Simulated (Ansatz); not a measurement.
# Ga: the cost of one run

Program: Ansatz 0.2.0. Level of theory: DFT PBE, scalar-relativistic. These are calculated values, not measurements.

## (1) The structure to begin with

Symmetry: C2/c, No. 15, monoclinic system. The conventional cell has a = 2.766 Å, b = 8.053 Å, c = 3.332 Å, α = 90.00°, β = 92.02°, γ = 90.00°. Ga (site symmetry 2) is surrounded by 8 Ga at 2.69 to 2.92 Å.

As a file:

```xyz
2
Lattice="1.3830 -4.0265 0.0000 1.3830 4.0265 0.0000 -0.1174 0.0000 3.3299" Properties=species:S:1:pos:R:3 pbc="T T T"
Ga    1.3536   -2.9716    0.8325
Ga    1.2949    2.9716    2.4974
```

Atoms are numbered in the order of the input: Ga1, Ga2.

## (2) Volume × 0.96, LAPW

The input, input.yaml:

```yaml
crystal:
  lattice:
    - [1.3643085195, -3.9720811669, 0.0]
    - [1.3643085195, 3.9720811669, 0.0]
    - [-0.1158626432, 0.0, 3.2849254291]
  atoms:
    - { symbol: Ga, position: [0.869, 0.131, 0.25] }
    - { symbol: Ga, position: [0.131, 0.869, 0.75] }
kpoints:
  mp_grid: { grid: [14, 14, 11] }
  band_path:
    path:
      - [0.0, 0.0, 0.0]
      - [-0.5, 0.5, 0.0]
      - [-0.5, 0.5, 0.5]
      - [0.0, 0.0, 0.5]
      - [0.0, 0.0, 0.0]
      - [-0.5, 0.0, 0.5]
      - [0.0, 0.0, 0.0]
      - [-0.5, 0.0, 0.0]
    npoints: 5
scf:
  occupations: { method: fermi_dirac, width: 0.03 }
hamiltonian:
  xc: pbe
  pseudopotentials: { kind: all_electron, lapw: { basis_error: 0.0005 } }
output:
  forces: true
  stress: true
  eigenvalues: true
```

Command:

```sh
$ ansatz run input.yaml --threads 1 --pin off --max-ram 3072MiB --backend cpu --events-out ev --progress --plain --runs-dir out
```

Q: Estimate wall time and peak memory on 1 thread of Arm Neoverse V2, shared host.

About 2.1 min, with a peak of 1.4 GiB.
